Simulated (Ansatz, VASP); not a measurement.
Mo in VASP and in Ansatz

Contents of INCAR:

```
SYSTEM = Mo
  PREC = Accurate
  ENCUT = 600
  EDIFF = 1E-7
  ISMEAR = 0
  SIGMA = 0.1
  LREAL = .FALSE.
  LASPH = .TRUE.
  NELM = 100
  ALGO = Normal
  ISIF = 3
  LWAVE = .FALSE.
  LCHARG = .FALSE.
  GGA = PE
  IBRION = 2
  NSW = 100
  EDIFFG = -0.01
```

The input KPOINTS:

```
regular mesh
0
G
  24 24 24
  0 0 0
```

The input POSCAR:

```
Mo
1.0
    1.5007088150      0.8664346383      2.0701295986
   -1.5007088150      0.8664346383      2.0701295986
    0.0000000000     -1.7328692767      2.0701295986
Mo
1
Direct
    0.5000000000      0.5000000000      0.5000000000
```

Input for Ansatz:

```yaml
crystal:
  lattice:
    - [1.500708815, 0.8664346383, 2.0701295986]
    - [-1.500708815, 0.8664346383, 2.0701295986]
    - [0.0, -1.7328692767, 2.0701295986]
  atoms:
    - { symbol: Mo, position: [0.5, 0.5, 0.5] }
basis:
  ecutwfc: 420
kpoints:
  mp_grid: { grid: [24, 24, 24] }
hamiltonian:
  xc: pbe
scf:
  occupations: { method: gaussian, width: 0.1 }
output:
  forces: true
  stress: true
  eigenvalues: true
relax:
  adjacent_minimum: "off"
  f_tol: 0.01
  max_steps: 80
  cell: { stress_tol: 0.05 }
```

Alike in both runs: task relaxation of cell and atoms; functional PBE; k mesh 24 × 24 × 24; occupations gaussian, width 0.1 eV; no spin polarisation.

|  | VASP | Ansatz |
| --- | --- | --- |
| version | VASP 6.6.1 | Ansatz 0.2.0 |
| potentials or method | VASP PAW PBE potentials, release 64 (Mo_sv) | scalar-relativistic, plane waves, PAW |
| plane-wave cutoff (eV) | 600 | 420 |
| valence electrons in the cell | 14 | 14 |

```tsv
	VASP	Ansatz	Ansatz less VASP
gap on the k mesh at the Fermi level, each at its own relaxed structure (eV)	none	none	-
relaxed volume (Å³/atom)	16.24	16.21	-0.025
relaxed cell length with the largest relative difference (Å)	2.705	2.704	-0.0015
```

A gap of «none» marks a metal or a gap that the smearing closes.
